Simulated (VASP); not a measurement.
Wanted: the native input for a VASP 6.6.1 run.

| Quantity | Value |
| --- | --- |
| Task | relaxation of cell and atoms |
| Functional | PBE |
| Potentials or basis | VASP PAW PBE potentials, release 64 (Sb, Se) |
| Cutoff | 520 eV |
| k mesh | 6 × 3 × 6 |
| Occupations | gaussian, width 0.15 eV |
| Spin | no spin polarisation |
| Further INCAR settings | PREC = Normal; LREAL = Auto; ALGO = Fast; EDIFF = 1e-05; ISYM = 0; IBRION = 2; EDIFFG = -0.03; NSW = 110; ISIF = 3 |

The structure of Sb2Se3 lies in POSCAR:

```
Sb2Se3
1.0
    1.9470111900      1.3039814700     10.0410778600
   -4.1693148700      2.6857499000     20.1279563300
   -0.0351403800     -2.2402199600     10.0058546400
Sb Se
4 6
Direct
    0.4126083600      0.1850128400      0.3924341200
    0.3780006800      0.7054393300      0.4021555600
    0.6109713200      0.2961617300      0.6014539300
    0.6072374900      0.7984741600      0.6064888100
    0.7597052100      0.3947452900      0.7796356500
    0.7890444000      0.8831214800      0.7829755500
    0.2206122500      0.1065652500      0.2282442400
    0.2215270000      0.6009531900      0.2298045100
    0.0065156700      0.0058540000      0.9841261700
    0.9973480800      0.5053335500      0.9935998500
```

The cell was built by a generator and needn't be a form met in nature.

One way to write it, as run:

INCAR

```
PREC = Normal ; ENCUT = 520
EDIFF = 1E-5 ; ISMEAR = 0
SIGMA = 0.15 ; LREAL = Auto
LASPH = True ; NELM = 80
ALGO = Fast ; ISIF = 3
LWAVE = False ; LCHARG = False
GGA = PE ; IBRION = 2
NSW = 110 ; EDIFFG = -0.03
ISYM = 0 ; KPAR = 4
```

KPOINTS

```
regular mesh
0
Gamma
  6 3 6
```

Potentials or basis: VASP PAW PBE potentials, release 64 (Sb, Se).

Run with:

```bash
$ cat potpaw_PBE.64/Sb/POTCAR potpaw_PBE.64/Se/POTCAR > POTCAR
$ mpirun -np 4 vasp_std > vasp.out
```

It gave:

* Relaxed volume: 29.11 Å³/atom
* Relaxed cell: a = 10.431 Å, b = 20.839 Å, c = 10.428 Å, α = 22.50°, β = 22.49°, γ = 22.50°
* Space group after relaxing (to 0.05 Å): C2/m (No. 12)
* Energy gained by relaxing: 29.3 meV/atom
* Ionic steps: 17
* Pressure after relaxing: 0.0 GPa
* Largest force after relaxing: 0.022 eV/Å
* Band gap on the k mesh: 0.29 eV, direct

Caveat: spin-orbit coupling is left out, which moves the levels of the heavy elements; an odd mesh through Γ misses points on the zone boundary, where band edges often lie.

Wall time 52 min on 4 MPI ranks on Intel(R) Xeon(R) 6975P-C (Granite Rapids), with other jobs on the host, peak memory 1.2 GiB a rank.
